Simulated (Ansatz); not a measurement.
# PbTe: the band gap up the ladder of functionals

An exercise on one series of results from a longer session: the logs are not shown, and one member is left open.

Code: Ansatz 0.2.0. PAW datasets, plane waves. Spin-unpolarised throughout; all numbers are computed.

## The system as given

The cell was relaxed beforehand with r2SCAN.

It is cubic, Fm-3m (No. 225); a = 6.536 Å in the conventional setting, 34.90 Å³ an atom. Around Pb lie 6 Te at 3.27 Å; around Te lie 6 Pb at 3.27 Å.

Coordinates:

```xyz
2
Lattice="0.0000 3.2678 3.2678 3.2678 0.0000 3.2678 3.2678 3.2678 0.0000" Properties=species:S:1:pos:R:3 pbc="T T T"
Pb    0.0000    0.0000    0.0000
Te    3.2678    3.2678    3.2678
```

The first run:

Input file input.yaml:

```yaml
crystal:
  lattice:
    - [0.0, 3.2678368411, 3.2678368411]
    - [3.2678368411, 0.0, 3.2678368411]
    - [3.2678368411, 3.2678368411, 0.0]
  atoms:
    - { symbol: Pb, position: [0.0, 0.0, 0.0] }
    - { symbol: Te, position: [0.5, 0.5, 0.5] }
kpoints:
  mp_grid: { grid: [8, 8, 8] }
  band_path:
    path:
      - [[0.0, 0.0, 0.0], [0.5, 1.64875116354e-34, 0.5], [0.625, 0.25, 0.625]]
      - [[0.375, 0.375, 0.75], [0.0, 0.0, 0.0], [0.5, 0.5, 0.5], [0.5, 0.25, 0.75], [0.5, 1.64875116354e-34, 0.5]]
    npoints: 10
hamiltonian:
  xc: pbe
scf:
  occupations: { method: fermi_dirac, width: 0.02 }
  n_extra_bands: 4
output:
  forces: true
  stress: true
  eigenvalues: true
```

The run is started by

```bash
$ ansatz run input.yaml --threads 4 --pin off --max-ram 7372MiB --backend cpu --events-out ev --progress --plain --runs-dir out
```

Among the steps run: PBE bands along the symmetry lines; r2SCAN; HSE06 at the same geometry; Single point with PBE+SOC; PBE0 at the same geometry; LDA; One-shot GW from PBE; G0W0 on PBE; Single point with DDH-PBE0; Single point with HSE06+SOC; Hartree-Fock; r2SCANh.

One table of the session follows, with a row left open; its other results are not shown here.

```
                     level  gap (eV)
                       PBE         ?
                    r2SCAN      1.09
                     HSE06      1.20
                   PBE+SOC      0.02
                      PBE0      1.74
                       LDA      0.71
G0W0@PBE (208 empty bands)      1.02
G0W0@PBE (517 empty bands)      1.11
                  DDH-PBE0      0.93
                 HSE06+SOC      0.27
              Hartree-Fock      5.41
                   r2SCANh      1.43
```

**Question.** Estimate the row for PBE.

As computed: gap (eV): 0.80. In the column «gap (eV)» it lies between LDA (0.71) and DDH-PBE0 (0.93).

Meshes: PBE 8×8×8, r2SCAN 8×8×8, HSE06 6×6×6, PBE+SOC 8×8×8, PBE0 6×6×6, LDA 8×8×8, DDH-PBE0 6×6×6, HSE06+SOC 4×4×4, Hartree-Fock 6×6×6, r2SCANh 6×6×6

Limits of these values: Warnings in the runs' records: stress exchange threshold loose, stress scf threshold loose.
